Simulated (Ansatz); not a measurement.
The system is MoS2.

```
CELL_PARAMETERS angstrom
3.16900 0.00000 0.00000
-1.58450 2.74443 0.00000
0.00000 0.00000 12.32400
ATOMIC_POSITIONS crystal
Mo 0.66667 0.33333 0.75000
Mo 0.33333 0.66667 0.25000
S 0.66667 0.33333 0.37700
S 0.33333 0.66667 0.87700
S 0.66667 0.33333 0.12300
S 0.33333 0.66667 0.62300
```

- Program: Ansatz 0.2.0
- Task: relaxation of cell and atoms
- Functional: PBEsol
- Dispersion: D3(BJ)
- Potentials or basis: Ansatz PAW
- Cutoff: 420 eV (not typed: the program's choice for these potentials)
- k mesh: 10 × 10 × 3
- Occupations: fermi-dirac, width 0.05 eV
- Spin: no spin polarisation

At the start: volume 17.86 Å³/atom.

Q: Where does the relaxation end?

A: It ends after 7 steps and the volume is 16.33 Å³/atom (-8.6 %); space group P6_3/mmc (No. 194, to 0.05 Å).

Step by step:
```csv
step,energy change (eV),largest force (eV/Å),volume (Å³)
1,0.0000,0.2969,107.18
2,-0.0587,0.2418,94.15
3,-0.1466,0.0474,99.12
4,-0.1499,0.0335,97.85
5,-0.1503,0.0029,98.03
6,-0.1503,0.0001,98.00
7,-0.1495,0.0000,98.00
```

Final structure:
```xyz
6
Lattice="3.1090 0.0000 0.0000 -1.5545 2.6924 0.0000 0.0000 0.0000 11.7080" Properties=species:S:1:pos:R:3 pbc="T T T"
Mo    1.5545    0.8975    8.7810
Mo    0.0000    1.7950    2.9270
S     1.5545    0.8975    4.4903
S     0.0000    1.7950   10.3443
S     1.5545    0.8975    1.3638
S     0.0000    1.7950    7.2178
```

Caveat: the plane-wave basis is chosen anew once the cell has moved, so the energies of steps on either side of that aren't comparable; the PAW data sets come from PBE, with cores solved anew for the run's functional, which leaves a small shift of forces and pressure.
